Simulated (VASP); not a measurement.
# Bi (Im-3m) in VASP: a series of runs

One crystal, Bi, is run at these levels: PBEsol, PBE; tasks: equation of state.

Everything below comes from runs of VASP 6.6.1. Logs are shortened: lines on timing, memory, paths and dates and some standing lists are left out, and cuts for length are marked.

## Step 1: The crystal as given

It takes space group Im-3m (No. 229, cubic). Conventional cell: a = 3.963 Å, b = 3.963 Å, c = 3.963 Å, α = 90.00°, β = 90.00°, γ = 90.00°. Bi (site symmetry m-3m) is surrounded by 8 Bi at 3.43 Å.

This isn't the form of Bi at room conditions, which is rhombohedral.

## Step 2: Equation of state, PBEsol, 29.25 Å³/atom (volume scaled by 0.94)

The input, INCAR:

```
ALGO = Normal ; EDIFF = 1E-7
ENCUT = 520 ; GGA = PS
ISIF = 2 ; ISMEAR = -1
LASPH = True ; LCHARG = False
LREAL = False ; LWAVE = False
NBANDS = 14 ; NELM = 60
PREC = Accurate ; SIGMA = 0.05
```

The input, KPOINTS:

```
k-points
0
Gamma
  9 9 9
```

The input, POSCAR:

```
Bi
1.0
   -1.9409818243      1.9409818243      1.9409818243
    1.9409818243     -1.9409818243      1.9409818243
    1.9409818243      1.9409818243     -1.9409818243
Bi
1
Direct
    0.0000000000      0.0000000000      0.0000000000
```

Potentials or basis: VASP PAW PBE potentials, release 64 (Bi_d).

Run with:

```bash
> cat potpaw_PBE.64/Bi_d/POTCAR > POTCAR
> mpirun -np 1 vasp_std > vasp.out
```

OUTCAR:

```text
EDIFF = 1E-7
   ENCUT = 520
   GGA = PS
   ISIF = 2
   ISMEAR = -1
   LASPH = True
   LREAL = False
   NELM = 60
   PREC = Accurate

 Found     35 irreducible k-points:

 Following reciprocal coordinates:
            Coordinates               Weight
  0.000000  0.000000  0.000000      1.000000
  0.111111  0.000000  0.000000     12.000000
  0.222222  0.000000  0.000000     12.000000
  0.333333  0.000000  0.000000     12.000000
  0.444444  0.000000  0.000000     12.000000
  0.111111  0.111111  0.000000     24.000000
   k-points           NKPTS =     35   k-points in BZ     NKDIM =     35   number of bands    NBANDS=     14
   number of dos      NEDOS =    301   number of ions     NIONS =      1
   total plane-waves  NPLWV =  21952
   dimension x,y,z NGX =    28 NGY =   28 NGZ =   28
   dimension x,y,z NGXF=    56 NGYF=   56 NGZF=   56
   ions per type =               1
   NGX,Y,Z   is equivalent  to a cutoff of  13.85, 13.85, 13.85 a.u.
   NGXF,Y,Z  is equivalent  to a cutoff of  27.69, 27.69, 27.69 a.u.
 SYSTEM =  unknown system
   PREC   = accura    normal or accurate (medium, high low for compatibility)
   ISTART =      0    job   : 0-new  1-cont  2-samecut
   ICHARG =      2    charge: 1-file 2-atom 10-const
   ISPIN  =      1    spin polarized calculation?
   LNONCOLLINEAR =      F non collinear calculations
   LSORBIT =      F    spin-orbit coupling
   LASPH  =      T    aspherical Exc in radial PAW
   ENCUT  =  520.0 eV  38.22 Ry    6.18 a.u.   6.25  6.25  6.25*2*pi/ulx,y,z
   NELM   =     60;   NELMIN=  2; NELMDL= -5     # of ELM steps
   EDIFF  = 0.1E-06   stopping-criterion for ELM
   LREAL  =      F    real-space projection
   EDIFFG = 0.1E-05   stopping-criterion for IOM
   NSW    =      0    number of steps for IOM
   IBRION =     -1    ionic relax: 0-MD 1-quasi-New 2-CG
   NFREE  =      0    steps in history (QN), initial steepest desc. (CG)
   ISIF   =      2    stress and relaxation
   ISYM   =      2    0-nonsym 1-usesym 2-fastsym
   POTIM  = 0.5000    time-step for ionic-motion
   TEBEG  =    0.0;   TEEND  =   0.0 temperature during run
   PSTRESS=    0.0 pullay stress
   NELECT =      15.0000    total number of electrons
   NUPDOWN=      -1.0000    fix difference up-down
   EMIN   =  10.00;   EMAX   =-10.00  energy-range for DOS
   EFERMI =   0.00;   METHOD = LEGACY
   ISMEAR =    -1;   SIGMA  =   0.05  broadening in eV -4-tet -1-fermi 0-gaus
   EFERMI_NEDOS =   21; number of points for ismear=-14 and -15
   IALGO  =     38    algorithm
   IMIX   =      4    mixing-type and parameters
     AMIX     =   0.40;   BMIX     =  1.00
     AMIX_MAG =   1.60;   BMIX_MAG =  1.00
  volume/ion in A,a.u.               =      29.25       197.39
  Fermi-wavevector in a.u.,A,eV,Ry     =   1.310380  2.476258 23.362491  1.717095
  Thomas-Fermi vector in A             =   2.440914
   LORBIT       =      0    0 simple, 1 ext, 2 COOP (PROOUT), +10 PAW based schemes
   GGA     = PS    functional components
   LHFCALC =     F    Hartree Fock is set to
   AEXX    =    0.0000 exact exchange contribution
   IVDW    =     0    specifies the selected vdW correction
   LEPSILON=     F    determine dielectric tensor
   LRPA    =     F    only Hartree local field effects (RPA)
 non-spin polarized calculation
  energy-cutoff  :      520.00
  volume of cell :       29.25
 maximum number of plane-waves:       794
 NGX is ok and might be reduce to    28
   NGX = 13   NGY = 13   NGZ = 13

 number of electron      15.0000005 magnetization

 Free energy of the ion-electron system (eV)
  ---------------------------------------------------
  ext. energy  EPLUGINS =         0.00000000
  ---------------------------------------------------
  free energy    TOTEN  =        -4.22971091 eV

  energy without entropy =       -4.22482480  energy(sigma->0) =       -4.22726785

 E-fermi :   8.6472     XC(G=0): -10.7369

 val. band max:        8.6286425396   @ k =   0.2222   0.0000   0.0000
 cond. band min:       8.6757503259   @ k =  -0.2222   0.2222   0.1111
 fundamental gap:      0.0471077863
 Fermi energy:         8.6471787443

 k-point     1 :       0.0000    0.0000    0.0000
  band No.  band energies     occupation
      1     -14.4576      2.00000
      2     -14.4576      2.00000
      3     -14.4576      2.00000
      4     -14.2990      2.00000
      5     -14.2990      2.00000
      6      -5.4380      2.00000
      7      14.1205      0.00000
      8      14.1205      0.00000
      9      14.1205      0.00000
     10      18.4741      0.00000
     11      19.0274      0.00000
     12      19.0274      0.00000
     13      19.0274      0.00000
     14      20.6418      0.00000

 k-point     2 :       0.1111    0.0000    0.0000
  band No.  band energies     occupation
      1     -14.4635      2.00000
      2     -14.4483      2.00000
      3     -14.4279      2.00000
      4     -14.3057      2.00000
      5     -14.3001      2.00000
      6      -5.1954      2.00000
      7      11.9767      0.00000
      8      13.4066      0.00000
      9      13.8757      0.00000
     10      17.5012      0.00000
     11      18.2224      0.00000
     12      18.8056      0.00000
     13      19.9066      0.00000
     14      21.6174      0.00000

 k-point     3 :       0.2222    0.0000    0.0000
  band No.  band energies     occupation
      1     -14.4785      2.00000
      2     -14.4301      2.00000
      3     -14.3517      2.00000
      4     -14.3182      2.00000
      5     -14.3026      2.00000
      6      -4.4809      2.00000
      7       8.6286      1.18327
      8      12.0750      0.00000
      9      13.2527      0.00000
     10      16.0795      0.00000
     11      17.2767      0.00000
     12      19.0564      0.00000
     13      20.9028      0.00000
     14      23.7541      0.00000

 k-point     4 :       0.3333    0.0000    0.0000
  band No.  band energies     occupation
      1     -14.4954      2.00000
      2     -14.4252      2.00000
      3     -14.3184      2.00000
      4     -14.3054      2.00000
      5     -14.2635      2.00000
      6      -3.3731      2.00000
      7       5.5728      2.00000
      8      10.9410      0.00000
      9      12.5999      0.00000
     10      15.1978      0.00000
     11      16.6336      0.00000
     12      19.9969      0.00000
     13      21.6101      0.00000
     14      26.0928      0.00000

 k-point     5 :       0.4444    0.0000    0.0000
  band No.  band energies     occupation
      1     -14.5065      2.00000
      2     -14.4323      2.00000
      3     -14.3094      2.00000
      4     -14.3072      2.00000
      5     -14.2050      2.00000
      6      -2.2409      2.00000
      7       3.4310      2.00000
      8      10.3171      0.00000
      9      12.2124      0.00000
     10      14.7792      0.00000
     11      16.3140      0.00000
     12      21.0901      0.00000
     13      22.2738      0.00000
     14      25.9659      0.00000

 k-point     6 :       0.1111    0.1111    0.0000
  band No.  band energies     occupation
      1     -14.4644      2.00000
      2     -14.4439      2.00000
      3     -14.3744      2.00000
      4     -14.3160      2.00000
      5     -14.3020      2.00000
      6      -4.7163      2.00000
      7       9.7550      0.00000
      8      12.0495      0.00000
      9      13.0937      0.00000
     10      17.3188      0.00000
     11      17.4924      0.00000
     12      19.1686      0.00000
     13      20.5621      0.00000
     14      21.9356      0.00000

 [... further k-points ...]

------------------------ aborting loop because EDIFF is reached ----------------------------------------

  FORCE on cell =-STRESS in cart. coord.  units (eV):
  Direction    XX          YY          ZZ          XY          YZ          ZX
  --------------------------------------------------------------------------------------
  -------------------------------------------------------------------------------------
  Total        0.2922610      0.2922610      0.2922610      0.0000000      0.0000000      0.0000000
  in kB       16.0087341     16.0087341     16.0087341      0.0000000      0.0000000      0.0000000
  external PRESSURE =      16.0087341 kB  Pullay stress =       0.0000000 kB

 VOLUME and BASIS-vectors are now :
 -----------------------------------------------------------------------------
  energy-cutoff  :      520.00
  volume of cell :       29.25
      direct lattice vectors                 reciprocal lattice vectors
    -1.940981824  1.940981824  1.940981824     0.000000000  0.257601588  0.257601588
     1.940981824 -1.940981824  1.940981824     0.257601588  0.000000000  0.257601588
     1.940981824  1.940981824 -1.940981824     0.257601588  0.257601588  0.000000000

 POSITION                                       TOTAL-FORCE (eV/Angst)
 -----------------------------------------------------------------------------------
      0.00000      0.00000      0.00000         0.000000      0.000000      0.000000
 -----------------------------------------------------------------------------------
    total drift:                               -0.000000     -0.000000     -0.000000

  FREE ENERGIE OF THE ION-ELECTRON SYSTEM (eV)
  ---------------------------------------------------
  free  energy   TOTEN  =        -4.2297109089 eV

  energy  without entropy=       -4.2248247969  energy(sigma->0) =       -4.22726785
```

It took 13 s on 1 thread of Intel Xeon Platinum 8259CL at 2.50GHz (Skylake/Cascade Lake), shared host; peak memory 0.16 GiB.

What came out:

* Free energy: -4.2297 eV
* Pressure: 1.6 GPa
* Band gap on the k mesh: none (metal or under the smearing width)

Caveat: the PAW data sets were made with another functional, which shifts forces and pressure a little; spin-orbit coupling is left out, which moves the levels of the heavy elements.

## Step 3: Equation of state, PBEsol, 29.87 Å³/atom (volume scaled by 0.96)

INCAR is that of step 2.

KPOINTS is that of step 2.

The input, POSCAR:

```
Bi
1.0
   -1.9546511608      1.9546511608      1.9546511608
    1.9546511608     -1.9546511608      1.9546511608
    1.9546511608      1.9546511608     -1.9546511608
Bi
1
Direct
    0.0000000000      0.0000000000      0.0000000000
```

Potentials or basis: VASP PAW PBE potentials, release 64 (Bi_d).

Run with:

```bash
> cat potpaw_PBE.64/Bi_d/POTCAR > POTCAR
> mpirun -np 1 vasp_std > vasp.out
```

It took 13 s on 1 thread of Intel Xeon Platinum 8259CL at 2.50GHz (Skylake/Cascade Lake), shared host; peak memory 0.16 GiB.

It converged, with:

| Item | Value |
| --- | --- |
| Free energy | -4.2337 eV |
| Pressure | 0.3 GPa |
| Band gap on the k mesh | none (metal or under the smearing width) |

Caveat: the PAW data sets were made with another functional, which shifts forces and pressure a little; spin-orbit coupling is left out, which moves the levels of the heavy elements.

[end of part 1 of 2]
